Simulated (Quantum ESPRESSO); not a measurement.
A run of Quantum ESPRESSO 7.5 is set up as follows.

File pw.in:

```
&CONTROL
  calculation = 'scf'
  prefix = 'pwscf'
  outdir = './tmp'
  pseudo_dir = './pseudo'
  tprnfor = .true.
  tstress = .true.
  disk_io = 'nowf'
/
&SYSTEM
  ibrav = 0
  nat = 1
  ntyp = 1
  ecutwfc = 55
  ecutrho = 440
  nbnd = 6
  occupations = 'smearing'
  smearing = 'fd'
  degauss = 0.00367493
/
&ELECTRONS
  conv_thr = 2d-10
  electron_maxstep = 120
  mixing_beta = 0.5
/
ATOMIC_SPECIES
Mg    24.3050 Mg.pbe-n-kjpaw_psl.0.3.0.UPF
CELL_PARAMETERS angstrom
  -1.8359916300    1.8359916300    1.6794040200
   1.8359916300   -1.8359916300    1.6794040200
   1.8359916300    1.8359916300   -1.6794040200
ATOMIC_POSITIONS crystal
Mg     0.0000000000    0.0000000000    0.0000000000
K_POINTS automatic
11 11 11 0 0 0
```

Potentials or basis: SSSP 1.3 efficiency PBE.

The run is started by

```console
$ OMP_NUM_THREADS=1 pw.x -in pw.in > pw.out
```

Problem. What does it give for the band gap on the k mesh?

Solution. None (metal or under the smearing width).

Problem. Estimate the pressure.

Solution. 0.5 GPa.

Stress tensor (GPa, compression positive):
```
0.34 0.00 0.00
0.00 0.34 0.00
0.00 0.00 0.67
```
